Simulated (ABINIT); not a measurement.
## A GW chain in ABINIT: GaP (F-43m)

Aim: the G0W0 gap of GaP (F-43m) on PBE, step by step.

Main program and level: ABINIT 10.8.3; PBE and many-body steps on it, plane waves.

**The experiments to reproduce.**

- Gap 2.25 ± 0.04 eV: optical gap from Tauc plot (fundamental, indirect); spectroscopic ellipsometry, Tauc-Lorentz fit and Tauc plot; 300 K; film (GaP layer on Si reference sample) on Si (“Assessment of GaPSb/Si tandem material association properties for photoelectrochemical cells”, 2020, arxiv:2002.02774).

**1. Starting point**

Symmetry: F-43m, No. 216, cubic system. Conventional cell: a = 5.450 Å, b = 5.450 Å, c = 5.450 Å, α = 90.00°, β = 90.00°, γ = 90.00°. Nearest to Ga lie 4 P at 2.36 Å. Nearest to P lie 4 Ga at 2.36 Å. Farther neighbours are not listed.

The cell and positions come from the Crystallography Open Database and are kept as given unless a step says otherwise.

**2. Ground state**

This step: ABINIT 10.8.3; DFT, PBE, plane waves, norm-conserving pseudopotentials.

The ground-state density comes first.

run.abi reads:

```
acell 3*1.0 Angstrom
rprim 
  0.000000000000 2.725250000000 2.725250000000
  2.725250000000 0.000000000000 2.725250000000
  2.725250000000 2.725250000000 0.000000000000
ntypat 2
znucl 31 15
natom 2
typat 1 2
xred 
  0.000000000000 0.000000000000 0.000000000000
  0.250000000000 0.250000000000 0.250000000000
pp_dirpath "pseudos"
pseudos "Ga.upf, P.upf"
ecut 36
ngkpt 6 6 6
nshiftk 1
shiftk 0 0 0
kptopt 1
chksymbreak 0
nband 14
occopt 1
tolvrs 1e-10
nstep 60
prtwf 0
optforces 0
optstress 0
indata_prefix "in"
outdata_prefix "out"
tmpdata_prefix "tmp"
```

The run is started by

```bash
> OMP_NUM_THREADS=1 mpirun -n 4 abinit run.abi > log
```

Numbers of over 12 decimals in the logs are rounded to 6 here.

The log of the run:

```text
.Version 10.8.3 of ABINIT. v10.8.2 released Aug 2026.

 Symmetries : space group F-4 3 m (#216); Bravais cF (face-center cubic)
================================================================================
 Values of the parameters that define the memory need of the present run
     intxc =       0    ionmov =       0      iscf =       7    lmnmax =       6
     lnmax =       6     mgfft =      40  mpssoang =       3    mqgrid =    3001
     natom =       2  nloc_mem =       1    nspden =       1   nspinor =       1
    nsppol =       1      nsym =      24    n1xccc =    2501    ntypat =       2
    occopt =       1   xclevel =       2
-    mband =          14        mffmem =           1         mkmem =           4
       mpw =        2838          nfft =       64000          nkpt =          16
================================================================================
  Rough estimation (10% accuracy) of disk space for files :
================================================================================

--------------------------------------------------------------------------------
------------- Echo of variables that govern the present computation ------------
--------------------------------------------------------------------------------
 -outvars: echo values of preprocessed input variables --------
            acell      1.8897261259E+00  1.8897261259E+00  1.8897261259E+00 Bohr

      chksymbreak           0
             ecut      3.60000000E+01 Hartree
-          fftalg         312

              ixc     -101130
              kpt      0.00000000E+00  0.00000000E+00  0.00000000E+00
                       1.66666667E-01  0.00000000E+00  0.00000000E+00
                       3.33333333E-01  0.00000000E+00  0.00000000E+00
                       5.00000000E-01  0.00000000E+00  0.00000000E+00
                       1.66666667E-01  1.66666667E-01  0.00000000E+00
                       3.33333333E-01  1.66666667E-01  0.00000000E+00
                       5.00000000E-01  1.66666667E-01  0.00000000E+00
                      -3.33333333E-01  1.66666667E-01  0.00000000E+00
                      -1.66666667E-01  1.66666667E-01  0.00000000E+00
   [... 5 further rows ...]
                      -3.33333333E-01  3.33333333E-01  1.66666667E-01
                      -3.33333333E-01  5.00000000E-01  1.66666667E-01
         kptrlatt        6    0    0      0    6    0      0    0    6
          kptrlen      4.36989965E+01
P           mkmem           4
            natom           2
            nband          14
            ngfft          40      40      40
             nkpt          16
            nstep          60
             nsym          24
           ntypat           2
              occ      2.000000  2.000000  2.000000  2.000000  2.000000  2.000000
                       2.000000  2.000000  2.000000  0.000000  0.000000  0.000000
                       0.000000  0.000000
        optforces           0
        optstress           0
            prtwf           0
            rprim      0.0000000000E+00  2.7252500000E+00  2.7252500000E+00
[...]
spgroup         216

           tolvrs      1.00000000E-10

             xred      0.0000000000E+00  0.0000000000E+00  0.0000000000E+00
[...]
znucl       31.00000   15.00000

================================================================================

 chkinp: Checking input parameters for consistency.

================================================================================
== DATASET  1 ==================================================================
-   mpi_nproc: 4, omp_nthreads: 1 (-1 if OMP is not activated)

--- !DatasetInfo
iteration_state: {dtset: 1, }
dimensions: {natom: 2, nkpt: 16, mband: 14, nsppol: 1, nspinor: 1, nspden: 1, mpw: 2838, }
cutoff_energies: {ecut:  36.0, pawecutdg:  -1.0, }
electrons: {nelect:   1.80000000E+01, charge:   0.00000000E+00, occopt:   1.00000000E+00, tsmear:   1.00000000E-02, }

 Real(R)+Recip(G) space primitive vectors, cartesian coordinates (Bohr,Bohr^-1):
 R(1)=  0.0000000  5.1499761  5.1499761  G(1)= -0.0970878  0.0970878  0.0970878
 R(2)=  5.1499761  0.0000000  5.1499761  G(2)=  0.0970878 -0.0970878  0.0970878
 R(3)=  5.1499761  5.1499761  0.0000000  G(3)=  0.0970878  0.0970878 -0.0970878
 Unit cell volume ucvol=  2.7317795E+02 bohr^3
 Angles (23,13,12)=  6.00000000E+01  6.00000000E+01  6.00000000E+01 degrees

 getcut: wavevector=  0.0000  0.0000  0.0000  ngfft=  40  40  40
         ecut(hartree)=     36.000   => boxcut(ratio)=   2.03340

--- Pseudopotential description ------------------------------------------------
- Ga Generated using ONCVPSP code by D. R. Hamann
- 31.00000  13.00000  171031                  znucl, zion, pspdat
12 -101130 2 -1 1902                          pspcod,pspxc,lmax,lloc,mmax
     nproj     2     2     2
  pspatm : epsatm=   24.69408211
         --- l  ekb(1:nproj) -->
[...]
pspatm: atomic psp has been read  and splines computed

- P Generated using ONCVPSP code by D. R. Hamann
- 15.00000   5.00000  171031                  znucl, zion, pspdat
12 -101130 2 -1 1298                          pspcod,pspxc,lmax,lloc,mmax
     nproj     2     2     2
  pspatm : epsatm=    8.05910421
         --- l  ekb(1:nproj) -->
[...]
2   -3.154982   -0.827415
 pspatm: atomic psp has been read  and splines computed

   5.89557354E+02                                ecore*ucvol(ha*bohr**3)
--------------------------------------------------------------------------------

_setup2: Arith. and geom. avg. npw (full set) are    2816.310    2816.284

================================================================================

--- !BeginCycle
iteration_state: {dtset: 1, }
solver: {iscf: 7, nstep: 60, nline: 4, wfoptalg: 0, }
tolerances: {tolvrs: 1.00E-10, }

     iter   Etot(hartree)      deltaE(h)  residm     vres2
 ETOT  1  -82.069182503693    -8.207E+01 5.145E-01 6.633E+02
 ETOT  2  -83.294299830852    -1.225E+00 3.073E-02 7.987E+02
 ETOT  3  -83.410311470397    -1.160E-01 1.119E-02 1.054E+02
 ETOT  4  -83.426585702737    -1.627E-02 1.638E-03 6.539E+00
 ETOT  5  -83.427639963948    -1.054E-03 1.266E-03 1.325E-02
 ETOT  6  -83.427642427321    -2.463E-06 3.348E-04 5.072E-04
 ETOT  7  -83.427642407429     1.989E-08 7.681E-04 5.166E-04
 ETOT  8  -83.427642492987    -8.556E-08 2.667E-04 5.232E-05
 ETOT  9  -83.427642502178    -9.191E-09 6.469E-04 1.989E-07
 ETOT 10  -83.427642502213    -3.448E-11 2.349E-04 9.223E-10
 ETOT 11  -83.427642502211     2.046E-12 5.336E-04 5.027E-11

 At SCF step   11       vres2   =  5.03E-11 < tolvrs=  1.00E-10 =>converged.

--- !ResultsGS
iteration_state: {dtset: 1, }
comment   : Summary of ground state results
lattice_vectors:
- [  0.0000000,   5.1499761,   5.1499761, ]
- [  5.1499761,   0.0000000,   5.1499761, ]
- [  5.1499761,   5.1499761,   0.0000000, ]
lattice_lengths: [   7.28317,    7.28317,    7.28317, ]
lattice_angles: [ 60.000,  60.000,  60.000, ] # degrees, (23, 13, 12)
lattice_volume:   2.7317795E+02
convergence: {deltae:  2.046E-12, res2:  5.027E-11, residm:  5.336E-04, diffor:  0.000E+00, }
etotal    :  -8.34276425E+01
entropy   :   0.00000000E+00
fermie    :   1.60120980E-01
cartesian_stress_tensor: null
pressure_GPa: null
xred      :
- [  0.0000E+00,   0.0000E+00,   0.0000E+00, Ga]
- [  2.5000E-01,   2.5000E-01,   2.5000E-01,  P]
cartesian_forces: null
force_length_stats: {min: null, max: null, mean: null, }

 Integrated electronic density in atomic spheres:
 ------------------------------------------------
 Atom  Sphere_radius  Integrated_density
    1        2.00000         10.82685581
    2        2.00000          2.78963156
================================================================================

 ----iterations are completed or convergence reached----

 Mean square residual over all n,k,spin=   28.474E-07; max=  53.362E-05
 reduced coordinates (array xred) for    2 atoms
       0.000000000000      0.000000000000      0.000000000000
       0.250000000000      0.250000000000      0.250000000000
 rms dE/dt=  0.0000E+00; max dE/dt=  0.0000E+00; dE/dt below (all hartree)
    1       0.000000000000      0.000000000000      0.000000000000
    2       0.000000000000      0.000000000000      0.000000000000

 cartesian coordinates (angstrom) at end:
    1      0.000000     0.000000     0.000000
    2      1.362625     1.362625     1.362625
 length scales=  1.889726125908  1.889726125908  1.889726125908 bohr
              =  1.000000000000  1.000000000000  1.000000000000 angstroms
 prteigrs : about to open file out_EIG
 Fermi (or HOMO) energy (hartree) =   0.16012   Average Vxc (hartree)=  -0.36115
 Eigenvalues (hartree) for nkpt=  16  k points:
 kpt#   1, nband= 14, wtk=  0.00463, kpt=  0.0000  0.0000  0.0000 (reduced coord)
  -0.37540   -0.37540   -0.37540   -0.37183   -0.37183   -0.29902    0.16012    0.16012
   0.16012    0.22689    0.30296    0.30296    0.30296    0.48389
 prteigrs : prtvol=0 or 1, do not print more k-points.

--- !EnergyTerms
iteration_state     : {dtset: 1, }
comment             : Components of total free energy in Hartree
kinetic             :  6.52456636626770E+01
hartree             :  2.61228703786235E+01
xc                  : -2.30140176287548E+01
Ewald energy        : -4.82388119106609E+01
psp_core            :  2.15814399552328E+00
local_psp           : -6.85147225574121E+01
non_local_psp       : -3.71867684422066E+01
total_energy        : -8.34276425022106E+01
total_energy_eV     : -2.27018180371927E+03
band_energy         : -3.95991297089385E+00

== END DATASET(S) ==============================================================
================================================================================

 -outvars: echo values of variables after computation  --------
           etotal     -8.3427642502E+01
            nband          14
             nkpt          16
          spgroup         216
 [... the other variables as echoed above ...]

 Calculation completed.
```

It took 8.4 s on 4 MPI ranks of Intel Xeon 6975P-C (Granite Rapids), shared host; peak memory 0.32 GiB.

Numbers from this step:

```
total energy               : -2270.1818 eV
gap                        : 1.653 eV
k of the valence top       : 0, 0, 0
k of the conduction bottom : 0.5, 0.5, 0
least direct gap           : 1.817 eV
```

The gap is indirect, with the least direct gap 0.16 eV higher.

[end of part 1 of 3]

[Paths, hosts, dates, memory and timing lines, banners, echoed tables and standing remarks are left out of the program output.]

[Logs are printed without paths, hosts, clocks, repeated set-up lines and the standing remarks that a program may print on its own settings, such as how far it seeks lower states.]

[Runs of the session that timed out or met a known fault of the program may be left out.]

[Hosts, paths, dates, database ids (printed as entryN), source tags and the programs' standing remarks are cut or masked in the printed files.]

[G0W0 gaps are taken among the corrected bands and points alone; a level outside them can change the order at an edge.]

[Where Ansatz stands beside ABINIT at settings called matched, ABINIT's density can come from a denser mesh and the files from another edition; pairs whose starting gaps differed by over 0.03 eV were left out, so agreement reads better than it is.]
